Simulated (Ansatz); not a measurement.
Clean, relaxed (100) surface of AlAs, space group F-43m (No. 216) (top face towards +c; atoms held fixed, by place in the list: 1, 2, 3):

```
CELL_PARAMETERS angstrom
4.01255 0.00000 0.00000
0.00000 4.01255 0.00000
0.00000 0.00000 24.09325
ATOMIC_POSITIONS crystal
As 0.00000 0.50000 0.35280
Al 0.50000 0.50000 0.41168
As 0.50000 0.00000 0.47056
Al 0.00000 0.00000 0.52754
As 0.00000 0.50000 0.58889
Al 0.50000 0.50000 0.64802
```

Computed with DFT PBEsol, scalar-relativistic, plane waves, PAW (Ansatz). Plane waves to 420 eV, a k mesh through Γ of 7×7×1 on the computed 6-atom cell and Gaussian smearing (0.05 eV); no spin polarisation. The cell repeats along c with a dipole correction in the vacuum.

With the adsorbate the run is spin-polarised, so any moments that the slab's own atoms take up count into E_ads.

E_ads counts from the clean slab and the free adsorbate (spin-polarised where it has unpaired electrons); negative means bound. With the adsorbate the cell is lengthened along c to keep the vacuum.

Problem. H (atom) is put on the top face (one adsorbate per 16.1 Å²) at each of these sites and relaxed. Order them from strongest to weakest binding.
A. top (Al) at (0.50, 0.50)
B. bridge (Al-Al) at (0.50, 0.00), 1.0 Å under the top layer
C. hollow (Al-Al) at (0.00, 0.00), 1.0 Å under the top layer

Solution. A (-3.20 eV), B (-2.98 eV), C (-1.22 eV).

Each end is the local minimum or symmetric point that its start leads to. The slab is only 7.1 Å thick, so the energies aren't converged with thickness.

For at least one of the starts the bottom face's work function also shifts by over 0.1 eV: the slab is too thin to screen the adsorbate, so the work functions aren't converged with thickness.